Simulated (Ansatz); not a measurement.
Runs of Ansatz 0.2.0 on CuO (Tenorite). The structure is monoclinic, space group Cc (No. 9). Conventional cell: a = 4.689 Å, b = 3.427 Å, c = 5.132 Å, α = 90.00°, β = 99.65°, γ = 90.00°. Cu (site symmetry 1) has 4 O at 1.91 to 2.02 Å as nearest neighbours. Around O (site symmetry 1) lie 4 Cu at 1.91 to 2.02 Å. 

```tsv
task	level	potentials or basis	U	cutoff (eV)	basis error allowed	gap on the mesh (eV)	pressure (GPa)	V0 of scaled cells (Å³/atom)	B0 (GPa)	largest force (eV/Å)
density of states	PBEsol+U	all-electron LAPW, scalar-relativistic	Cu d U = 6 eV	426	0.002 eV/atom	none	(d)	-	-	(c)
equation of state	PBEsol	all-electron LAPW, scalar-relativistic	-	-	0.002 eV/atom	-	-	(a)	185	-
density of states	PBEsol+U	all-electron LAPW, scalar-relativistic	Cu d U = 2 eV	426	0.002 eV/atom	none	-1.9	-	-	0.76
density of states	PBEsol+U	all-electron LAPW, scalar-relativistic	Cu d U = 4 eV	426	0.002 eV/atom	none	-0.8	-	-	0.78
density of states	PBEsol+U	all-electron LAPW, scalar-relativistic	Cu d U = 8 eV	426	0.002 eV/atom	none	1.8	-	-	0.83
density of states	PBEsol	all-electron PAW datasets made for the crystal	-	520	-	none	(b)	-	-	0.76
phonons	PBEsol	all-electron LAPW, scalar-relativistic	-	455	0.002 eV/atom	none	-	-	-	0.76
equation of state	LDA	all-electron LAPW, scalar-relativistic	-	-	0.002 eV/atom	-	-	9.65	207	-
```

Alike in all rows: no spin polarisation; cell as given; k mesh 10 × 10 × 5; smearing fermi-dirac 0.05 eV.

Task: Estimate the missing entries.

Result: (a) 10.01; (b) -2.7; (c) 0.81; (d) 0.4.

Caveats: the run has no spin polarisation, though such a crystal can be magnetic; U is the effective U less J, on atomic orbitals that reach past the spheres (some runs); U without spin polarisation on a metal has little footing (some runs); the cell was scaled at fixed shape and fractional positions, which overstates the stiffness of a crystal with free parameters, most of all of layers and chains (some runs); semilocal functionals often make such compounds metallic where correlation or magnetic order opens a gap, which also shifts bond lengths (some runs); the program warned that the printed levels may be off, so bands, gaps and densities of states are rough (some runs); a metal's response needs a denser mesh (some runs).

A k mesh can miss the band edges.

A gap of «none» marks a metal or a gap under the smearing width.

Not every run made on this cell is shown here.
